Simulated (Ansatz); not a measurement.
Zr:

```xyz
2
Lattice="3.2320 0.0000 0.0000 -1.6160 2.7990 0.0000 0.0000 0.0000 5.1470" Properties=species:S:1:pos:R:3 pbc="T T T"
Zr    1.6160    0.9330    3.8603
Zr    0.0000    1.8660    1.2868
```

```yaml
Program: Ansatz 0.2.0
Task: relaxation of cell and atoms
Functional: B3LYP
Potentials_or_basis: Ansatz PAW
Cutoff: "420 eV (not typed: the program's choice for these potentials)"
k_mesh: 5 × 5 × 3
Occupations: fermi-dirac, width 0.05 eV
Spin: no spin polarisation
```

At the start: volume 23.28 Å³/atom.

Question: Where does the relaxation end?

Answer: It ends after 5 steps and the volume is 23.95 Å³/atom (+2.9 %); space group P6_3/mmc (No. 194, to 0.05 Å).

Step by step:
| step | energy change (eV) | largest force (eV/Å) | volume (Å³) |
| --- | --- | --- | --- |
| 1 | 0.0000 | 0.0000 | 46.56 |
| 2 | -0.0045 | 0.0000 | 49.69 |
| 3 | -0.0260 | 0.0000 | 48.04 |
| 4 | -0.0262 | 0.0000 | 47.91 |
| 5 | -0.0265 | 0.0000 | 47.91 |

Final structure:
```
CELL_PARAMETERS angstrom
3.29962 0.00000 0.00000
-1.64981 2.85755 0.00000
0.00000 0.00000 5.08115
ATOMIC_POSITIONS crystal
Zr 0.66667 0.33333 0.75000
Zr 0.33333 0.66667 0.25000
```

Caveat: the k mesh is coarse (spacing up to 0.45 Å⁻¹), so the values aren't converged, least of all with exact exchange; the plane-wave basis is chosen anew once the cell has moved, so the energies of steps on either side of that aren't comparable; the PAW data sets come from PBE, with cores solved anew for the run's functional, which leaves a small shift of forces and pressure.
